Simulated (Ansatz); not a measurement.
## Calculated ⁸⁷Sr NMR of the central transition for SrTiO3 under strain

Cell: a structure deposited in the COD, relaxed with PBE at fixed cell and then changed (z compressed by 2 %, ions relaxed).

```yaml
crystal:
  lattice:
    - [-2.75550, 2.75550, 3.82004]
    - [2.75550, -2.75550, 3.82004]
    - [2.75550, 2.75550, -3.82004]
  atoms:
    - { symbol: Sr, position: [0.75000, 0.25000, 0.50000] }
    - { symbol: Sr, position: [0.25000, 0.75000, 0.50000] }
    - { symbol: Ti, position: [0.00000, 0.00000, 0.00000] }
    - { symbol: Ti, position: [0.50000, 0.50000, 0.00000] }
    - { symbol: O, position: [0.25000, 0.25000, 0.00000] }
    - { symbol: O, position: [0.75000, 0.75000, 0.00000] }
    - { symbol: O, position: [0.72832, 0.22832, 0.95665] }
    - { symbol: O, position: [0.22832, 0.27168, 0.50000] }
    - { symbol: O, position: [0.27168, 0.77168, 0.04335] }
    - { symbol: O, position: [0.77168, 0.72832, 0.50000] }
```

Sites (sets of like atoms) are named by element and the number of their first atom in this list.

The numbers come from a DFT calculation in Ansatz (PBE, plane waves and PAW, scalar-relativistic, 420 eV cutoff, Γ-centred 8×8×8 k-points, Fermi–Dirac smearing 0.02 eV).

⁸⁷Sr has I = 9/2 and Q = 305.0 mb (Pyykkö 2018); at 18.8 T its Larmor frequency is ν₀ = 34.8 MHz. Only the quadrupole interaction is simulated: positions count from each site's isotropic chemical shift, and J coupling is left out, as are shift anisotropy and dipolar coupling, which fast spinning averages.

(1) What does the ⁸⁷Sr spectrum (fast magic-angle spinning) show for each site?

## Answers

(1) 

| site | first shell | C_Q (MHz) | η | P_Q (MHz) | δ_QIS (ppm) | breadth (kHz) |
| --- | --- | --- | --- | --- | --- | --- |
| Sr | 12 O at 2.61–2.85 Å | -13.0 | 0.00 | 13.0 | -192 | 14.3 |

δ_QIS = −(ν_Q²/30ν₀²)[I(I+1) − 3/4](1 + η²/3) × 10⁶ ppm with ν_Q = 3|C_Q|/[2I(2I−1)]; it falls as 1/B₀² in ppm, and the breadth as 1/B₀ in kHz.

An axis of threefold or higher order runs through Sr, so V_zz lies along it and η is zero.

Without spin–orbit coupling (the program notes it for Sr) the gradients are little affected as a rule: paired runs on crystals with a gap mostly move them by under 2 % at such atoms. At this changed cell the PBE pressure is 9 GPa.

The relaxation (2 steps) took 4.5 s of wall time (15 s of CPU time) and 0.73 GiB at its peak, on 4 threads of AMD EPYC 9R45 (Zen 5) (x86_64; 16 cores open to the job, memory cap 8.0 GiB, no GPU), a shared host with a load of 0.4 a core.
